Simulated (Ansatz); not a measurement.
Reactions of `c1c[nH]cn1`.

Calculated with Ansatz (gas phase, PBE0-D4/def2-TZVP geometries, no zero-point term in ΔE). CCSD(T)/CBS adds triple-zeta CCSD(T) − MP2 to the extrapolated MP2 energy (def2 sets, frozen cores). Small cases extrapolate CCSD(T) itself. Functionals use def2-TZVPP. Open shells (•) are unrestricted, without spin–orbit coupling. Spin–orbit coupling would lower the free atoms: a little for C. Each species was taken in one conformer, which may not be the lowest.

```csv
reaction,HF/CBS(def2) (kJ/mol),LDA (SPW92) (kJ/mol),CCSD/CBS(def2) (kJ/mol)
`c1c[nH]cn1` → `C=C(N)C#N`,46,134,65
`c1c[nH]cn1` → `N=C1CC1=N`,275,297,276
`c1c[nH]cn1` → `NC1=C=CN1`,408,430,415
`c1c[nH]cn1` → 3 C• + 4 H• + 2 N•,2690,4707,3862
`c1c[nH]cn1` → `c1cn[nH]c1`,56,40,48
`c1c[nH]cn1` → `C=NC1C=N1`,261,313,264
```

(1) Give the CCSD(T)/CBS values in the same order. (Estimate.)

Largest T1 diagnostic: 0.014, for `NC1=C=CN1`.

Extrapolated directly: `c1c[nH]cn1` → 3 C• + 4 H• + 2 N•.

## Answers

(1) The calculation gave: 69, 277, 415, 3963, 45, 265 kJ/mol.
